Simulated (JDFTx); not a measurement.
**Ni under changes of volume**

One of the cells (10.492 Å³/atom); the others are scaled copies at fixed shape and fractional positions:

```xyz
1
Lattice="0.0000 1.7376 1.7376 1.7376 0.0000 1.7376 1.7376 1.7376 0.0000" Properties=species:S:1:pos:R:3 pbc="T T T"
Ni    0.0000    0.0000    0.0000
```

```yaml
Program: JDFTx 1.7.0 (patched build)
Functional: RPBE
Potentials_or_basis: PseudoDojo-SR-PBE-0.5-standard with smoothed tails
Cutoff: 1333 eV
Density_cutoff: 5333 eV
k_mesh: 13 × 13 × 13
Occupations: fermi-dirac, width 0.05 eV
Spin: collinear spin, ferromagnetic start
Starting_moments: "[1.0] μB"
```

```tsv
volume (Å³/atom)	energy over the lowest point (meV/atom)	pressure (GPa)
9.862	120.29	32.1
10.072	82.70	25.6
10.282	?	?
10.492	30.89	14.5
10.702	15.08	9.9
10.912	4.98	5.8
11.122	0.00	2.0
```

Task: What does the run at 10.282 Å³/atom give?

Result: Energy over the lowest point 53.19 meV/atom; pressure 19.7 GPa.

Worked out: A Birch-Murnaghan fit of order 3 (a polynomial in V^(-2/3)) to the other rows has its minimum at 11.25 Å³/atom, just outside them, with B0 = V·E''(V) = 175 GPa and B' = 5.1. It gives 53.19 meV/atom at 10.282 Å³/atom, against the run's 53.19, and -dE/dV = 19.6 GPa, against 19.7.

Energies are extrapolated to zero smearing.

Caveats: the potentials were made for another functional, which shifts forces and pressure; the cores' own exchange energy is taken off the total, which shifts forces and pressure where cores overlap (some runs).
